Within a period, the centre of the d states sinks relative to the Fermi level from group 3 towards group 6, because each step adds electrons to the d band. The tabulated centre also sinks down a group, from Sc to Y to Lu and from Nb to Ta, but that second trend has another origin. The energy window cuts off the top of the band, and it cuts off more when the band is wider. From Sc to Y the bands show that the cut even reverses the direction of the shift; for Lu and Nb, whose bands were not used here, the explanation rests on a model. None of the seven metals is fcc under ordinary conditions.

Metals in the fcc structure with relaxed cells, computed with Ansatz 0.2.0 (plane-wave PAW, r2SCAN, scalar-relativistic, not spin-polarized; cutoff 500 eV, Gaussian smearing 0.05 eV, 14×14×14 to 18×18×18 k points). The d-state columns are taken from the projected density of states between −8 and 3.4 eV, with energies measured from the Fermi level. Spin-orbit coupling is left out. It splits the d levels most strongly in the 5d metals Lu, Ta and W, so small differences between these and the lighter metals are less certain. Several members of groups 3 to 6, such as Zr, Hf and Mo, are missing, so each trend rests on only two or three metals.

```tsv
element	Z	group	period	centre of the d states (eV)	rms width of the d states (eV)	filled share of the d states
Sc	21	3	4	1.19	1.51	0.24
Y	39	3	5	0.91	1.57	0.31
Lu	71	3	6	0.64	1.81	0.36
Ti	22	4	4	0.71	1.76	0.36
Nb	41	5	5	-0.33	2.10	0.54
Ta	73	5	6	-0.49	2.25	0.57
W	74	6	6	-1.15	2.52	0.65
```

**Along a period.** The Fermi level marks how far the band is filled. More d electrons push it up through the band, so that the d states, measured from it, move down. The d levels at the centre of the Brillouin zone, read directly from the bands and so independent of the window, agree with this: their mean falls by 0.6 eV from Sc to Ti and by 1.0 eV from Ta to W. The tabulated centres fall too, but by less, because the upper end of the window stays where it is while the band sinks.

**Down a group.** The 4d and 5d orbitals reach further out than the 3d orbitals and overlap more with their neighbours, which by standard band theory makes a wider band. In a band that is less than half full, the Fermi level lies nearer the bottom, so most of the widening appears above it. From Sc to Y the lowest d level at X, a point on the zone boundary, drops by only 0.3 eV, while the highest rises by 1.6 eV. The full band therefore shifts upwards on average.

The window ends 3.4 eV above the Fermi level, below the highest d levels of both metals. It registers the deeper bottom and misses the higher top. The tabulated centre thus falls by 0.28 eV from Sc to Y, although the mean d level rises by 0.50 eV at the zone centre and also rises at X. The same cut makes the two metals look almost equally wide.

**A model for the cut.** Picture the d band as a flat block of states whose bottom lies at a depth $D$ below the Fermi level, cut off at $T = 3.4$ eV above it. The filled share is then $f = D/(T+D)$, which gives $D = Tf/(1-f)$, and the centre lies halfway between the two ends, at $(T-D)/2$. For Y, $f = 0.31$ gives $D = 3.4 \times 0.31/0.69 \approx 1.5$ eV and a centre at about 0.9 eV, as in the table.

The model has no adjustable constant and was applied to all seven metals; the output below shows the comparison. Its rms error in the centre is 0.13 eV, for centres that span 2.3 eV. An uncut flat band, given the tabulated width and the projected d count, misses by 0.9 eV. The cut block misses the tabulated rms widths by 0.2 eV. Filled share and centre come from the same density of states, so this agreement shows that a cut block is a fair picture of the band inside the window, not why the band is wide. The picture is poorest for W, where it puts the centre 0.3 eV too low; a real band has peaks and tails that a block lacks.

**The irregular pairs.** A full d band holds ten electrons, so in a flat band of full width $B$ with $n$ d electrons the depth is $D = Bn/10$. The filled share in the window follows this product, not the electron count alone. Counts projected on atomic orbitals, which depend somewhat on the projection, give widths $B$ within about 0.4 eV on average of the spread of d levels at X for the five metals compared, a spread that runs from 5.8 to 11.9 eV.

Lu and Ti have the same filled share, 0.36, although Lu holds about 2.2 d electrons and Ti about 3.0. The model explains the tie by a wider band in Lu, roughly 9 eV against 6 eV: fewer electrons in a wider band reach the same depth. The width for Ti agrees with its levels at X; that for Lu comes from the model and the projected d count, and was not checked against bands here. The fit is also imperfect: the model gives the two metals the same centre, while the table puts Lu 0.07 eV lower, and it makes the rms width inside the window too small for both, by about 0.3 eV for Lu. The 4f shell of Lu hardly disturbs the comparison: it holds 13.99 of 14 electrons, so its mixing with empty d states can add very little to the filled share.

From Nb to Ta the filled share rises although the projected d count falls by about 0.2. Here too the model points to a wider band in the heavier metal, with a deeper bottom and more of the top cut away. The width for Ta agrees with its levels at X, but that for Nb was not checked against bands. The lower tabulated centre of Ta is therefore no sign that its whole d band lies lower.

**What to do.** The d centre of surface atoms is often used to estimate how strongly a metal binds molecules. The values here are for the bulk, but a window that cuts the band can give a false order at a surface too. Centres from this window can be used for the direction of change along a period, but not to rank metals within a group. For that, move the upper limit above the highest top of any d band in the set, and keep it the same for every metal. Here that means well beyond 7 eV, since in Ta a band that starts from the highest d level at X passes this energy and is still rising where the printed list ends. If the order changes when the limit is moved, it belongs to the window and not to the metals.

The analysis program printed:

```
Flat band models against the table (eV):
  row  centre  centre cut band  centre uncut band  rms width  rms width cut band
   Sc    1.19            1.163              1.631       1.51               1.291
    Y    0.91           0.9362              1.557       1.57               1.422
   Lu    0.64           0.7438              1.757       1.81               1.534
   Ti    0.71           0.7438              1.231       1.76               1.534
   Nb   -0.33          -0.2957             0.5256        2.1               2.134
   Ta   -0.49          -0.5535             0.7432       2.25               2.283
    W   -1.15           -1.457          0.0003492       2.52               2.804
Full d band (eV; 0 in the last two columns means no bands printed):
  row  d electrons  bottom below Fermi level  estimated full width  d span at X  mean d level at zone centre
   Sc        1.881                     1.074                 5.707        5.798                        2.329
    Y        2.138                     1.528                 7.146        7.683                        2.827
   Lu        2.197                     1.912                 8.703            0                            0
   Ti         2.98                     1.912                 6.417        6.706                        1.719
   Nb        4.277                     3.991                 9.331            0                            0
   Ta        4.046                     4.507                 11.14        11.37                        1.814
    W            5                     6.314                 12.63        11.86                        0.777
rms miss of the centre, cut flat band (eV): 0.127
largest miss of the centre, cut flat band (eV): 0.3071
rms miss of the centre, uncut flat band (eV): 0.9031
rms miss of the rms width, cut flat band (eV): 0.2001
mean absolute gap between estimated full width and span at X, five rows (eV): 0.3832
Sc to Y, change of the tabulated centre (eV): -0.28
Sc to Y, change of the mean d level at the zone centre (eV): 0.498
Sc to Y, change of the mean d level at X (eV): 0.8394
Sc to Ti, change of the tabulated centre (eV): -0.48
Sc to Ti, change of the mean d level at the zone centre (eV): -0.6102
Ta to W, change of the tabulated centre (eV): -0.66
Ta to W, change of the mean d level at the zone centre (eV): -1.037
Nb to Ta, change of the d count (electrons): -0.231
```
